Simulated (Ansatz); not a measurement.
## Structure relaxation of CaB₂

These are results of DFT PBE, scalar-relativistic, plane waves, PAW in Ansatz, not measurements.

CaB₂ was placed on the ThSi2 structure type (I4_1/amd, No. 141), with Ca in place of Th, B in place of Si, at a guessed volume.

The final relaxation ran on this input, with the default PAW datasets:

```yaml
crystal:
  lattice:
    - [-1.7859616156, 1.7859616156, 5.7749162871]
    - [1.7859616156, -1.7859616156, 5.7749162871]
    - [1.7859616156, 1.7859616156, -5.7749162871]
  atoms:
    - { symbol: Ca, position: [0.0, 0.0, 0.0] }
    - { symbol: Ca, position: [0.75, 0.25, 0.5] }
    - { symbol: B, position: [0.4188172664, 0.4188172664, 0.0] }
    - { symbol: B, position: [0.1688172664, 0.6688172664, 0.5] }
    - { symbol: B, position: [0.3311827336, 0.8311827336, 0.5] }
    - { symbol: B, position: [0.5811827336, 0.5811827336, 0.0] }
basis:
  ecutwfc: 420
kpoints:
  mp_grid: { grid: [14, 14, 14] }
hamiltonian:
  xc: pbe
scf:
  occupations: { method: gaussian, width: 0.1 }
output:
  forces: true
  stress: true
  eigenvalues: true
  write_density: true
  write_potential: true
  elf: true
  volumetric_format: npy
relax:
  adjacent_minimum: "off"
  f_tol: 0.01
  max_steps: 80
  cell: { stress_tol: 0.05 }
```

Launched as:

```bash
ansatz run input.yaml --threads 1 --pin off --max-ram 2560MiB --backend cpu --events-out ev --progress --plain --runs-dir out
```

It took 64 s on 1 thread of Arm Neoverse V1 (shared host), peak memory 0.58 GiB.

End of the output:

```
SCF converged after 4 iterations
Free energy (F): -4256.502578 eV
Harris-Foulkes:  -4256.502578 eV  (|F-HF|=9.09e-13)
Internal energy: -4256.489077 eV  (E = F + TS)
E sigma→0 (E₀):  -4256.495828 eV
Entropy (-TS):   -0.013501 eV (-2.250 meV/atom)
Fermi energy:    9.151134 eV
--- Per-component energies (eV) ---
  E_band       = -167.092292
  E_kinetic    = 744.480770
  E_local      = -1320.634670  (includes V_loc(G=0)·N_el)
  E_nonlocal   = 174.498281
  E_hartree    = 433.901249
  E_xc         = -401.595625
  E_vxc        = -493.410745  (∫ρ·V_xc dr)
  E_paw        = -2031.089434  (= ΣΔE_a)
  E_vpaw       = -139.828411  (= ΣTr[D̂ρ^β])
  E_aug_tail   = -0.000022  (compensation charges beyond the density's cutoff)
  E_ewald      = -1856.049626
  E_smearing   = -0.013501  (= −TS)
  E_closure    =  0.000000  (closes the sum)
  Σ components = -4256.502578   (vs F -4256.502578, Δ=0.00e0)
--- Forces (eV/Å), atoms counted from 1 ---
  atom   1  Ca     0.00000000     0.00000000     0.00000000
  atom   2  Ca     0.00000000     0.00000000     0.00000000
  atom   3  B      0.00000000     0.00000000     0.00723985
  atom   4  B      0.00000000     0.00000000     0.00723985
  atom   5  B      0.00000000     0.00000000    -0.00723985
  atom   6  B      0.00000000     0.00000000    -0.00723985
  max |Σ_I F_I| component: 1.05e-16 eV/Å
--- Stress (GPa, compression-positive) ---
        0.048527       0.000000       0.000000
        0.000000       0.048527       0.000000
        0.000000       0.000000      -0.041952
  P = ⅓ Tr σ = 0.0184 GPa (0.184 kbar)
--- Relaxed structure (1 steps of the walk, 1 accepted, 1 SCFs on fresh bases) ---
  F+E_penalty+E_count = -4256.50257817 eV   max|allowed force component| = 7.240e-3 eV/Å   (the final SCF, on the basis selected at the relaxed cell)
  cell:  # Å, volume = 73.6801 Å³
    - [-1.785962, 1.785962, 5.774916]
    - [1.785962, -1.785962, 5.774916]
    - [1.785962, 1.785962, -5.774916]
  atoms:
    - { symbol: Ca, position: [0.0, 0.0, 0.0] }
    - { symbol: Ca, position: [0.75, 0.250000, 0.500000] }
    - { symbol: B, position: [0.418817, 0.418817, 0.0] }
    - { symbol: B, position: [0.168817, 0.668817, 0.500000] }
    - { symbol: B, position: [0.331183, 0.831183, 0.5] }
    - { symbol: B, position: [0.581183, 0.581183, 0.0] }
```

Total energies depend on the potentials used, so only differences within one code and one set of settings carry meaning.

The result has space group I4_1/amd (No. 141). Around Ca lie 12 B at 2.64–2.69 Å; B has 1 B at 1.88 Å and 2 B at 2.05 Å.

Against the elements it lies at 0.15 eV/atom. Formation energies are uncorrected and refer to the elements' standard structures at the same level.

The k mesh leaves about 4 meV/atom of noise in metals.

A structure relaxed within its symmetry needn't be a true minimum.